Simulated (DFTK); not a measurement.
Set up this calculation in DFTK 0.8.2, as the native input.

- Task: band structure
- Functional: BJ06
- Potentials or basis: cp2k.nc.sr.pbe.v0_1.semicore.gth (PBE, GTH)
- Cutoff: 2068 eV
- k mesh: 5 × 5 × 5
- Occupations: fermi-dirac, width 0.05 eV
- Spin: no spin polarisation
- Valence electrons: As 5, In 13
- SCF tolerance on the density: 1e-06

The system is InAs.

```
In As
1.0
     0.00000    3.01800    3.01800
     3.01800    0.00000    3.01800
     3.01800    3.01800    0.00000
In As
1 1
Direct
  0.00000 0.00000 0.00000
  0.75000 0.75000 0.75000
```

One way to write it, as run:

run.jl

```julia
using DFTK
using PseudoPotentialData
using Unitful, UnitfulAtomic
using LinearAlgebra, Printf
include("save.jl")
disable_threading()

# lattice vectors are the columns
lattice = austrip(1u"Å") * [           0.0          3.018          3.018;
                    3.018            0.0          3.018;
                    3.018          3.018            0.0]
symbols   = [:In, :As]
positions = [[0.0, 0.0, 0.0],
             [0.75, 0.75, 0.75]]
pseudopotentials = PseudoFamily("cp2k.nc.sr.pbe.v0_1.semicore.gth")
elements = Dict(s => ElementPsp(s, pseudopotentials) for s in unique(symbols))
atoms    = [elements[s] for s in symbols]

build_model(lattice, positions; symmetries=true) =
    model_DFT(lattice, atoms, positions;
              functionals=[:mgga_x_tb09, :lda_c_pw],
              temperature=austrip(0.05u"eV"),
              smearing=Smearing.FermiDirac(),
              symmetries)
Ecut  = 76.0  # hartree
kgrid = [5, 5, 5]
tol   = 1e-6
to_GPa = ustrip(uconvert(u"GPa", 1u"hartree/bohr^3"))

model = build_model(lattice, positions)
basis = PlaneWaveBasis(model; Ecut, kgrid)
display(basis)
scfres = self_consistent_field(basis;
                               tol,
                               nbandsalg=AdaptiveBands(model; n_bands_converge=14))
display(scfres.energies)
@printf "Fermi level: %.6f eV\n" ustrip(auconvert(u"eV", something(scfres.εF, NaN)))
println("Levels at the first k-point (eV): ", round.(ustrip.(auconvert.(u"eV", scfres.eigenvalues[1][1:scfres.n_bands_converge])); digits=4))
save_scf!(scfres)

points = Dict("G" => [0.0, 0.0, 0.0], "K" => [0.375, 0.375, 0.75], "L" => [0.5, 0.5, 0.5], "U" => [0.625, 0.25, 0.625], "W" => [0.5, 0.25, 0.75], "X" => [0.5, 0.0, 0.5])
segments = [("G", "X", 7), ("X", "W", 4), ("W", "K", 3), ("K", "G", 7), ("G", "L", 6), ("L", "U", 4), ("U", "W", 3), ("W", "L", 5), ("L", "K", 4), ("U", "X", 3)]
kcoords = vcat([[points[a] + t * (points[b] - points[a]) for t in range(0, 1, n)] for (a, b, n) in segments]...)
bands = compute_bands(scfres, ExplicitKpoints(kcoords); n_bands=16, tol=1e-5)
for (k, ε) in zip(bands.basis.kpoints, bands.eigenvalues)
    @printf "%d %8.4f %8.4f %8.4f " k.spin k.coordinate...
    println(join([@sprintf("%9.4f", e) for e in ustrip.(auconvert.(u"eV", ε .- scfres.εF))]))
end
results["band_energies"] = rows(bands.eigenvalues); results["band_kpoints"] = rows(kcoords)
```

Potentials or basis: cp2k.nc.sr.pbe.v0_1.semicore.gth (PBE, GTH).

Run with:

```sh
$ julia --threads=1 run.jl  # save.jl only writes the numbers to a file and isn't shown; printed stress counts tension as positive; times include loading and compiling
```

Results of the run:

- Band gap on the k mesh: none (metal or under the smearing width)

Caveat: the k mesh is coarse (spacing up to 0.36 Å⁻¹), so the values aren't converged; the program leaves the constant c of mgga_x_tb09 at 1, so the potential is Becke-Johnson's (BJ06) and not Tran and Blaha's, with levels but no total energy; GTH potentials come without recommended cutoffs, and this one wasn't checked for convergence; the program warned that the kinetic-energy density falls under its von Weizsäcker bound, which can give unphysical results; the potentials were made for another functional, which shifts forces and pressure; spin-orbit coupling is left out, which moves the levels of the heavy elements; this crystal is a semiconductor, whose small gap the functional closes, so the metal is an error of the method.

Wall time 30 min on 1 thread of Intel(R) Xeon(R) Processor @ 2.50GHz (Skylake/Cascade Lake), on a shared host, peak memory 2.5 GiB.
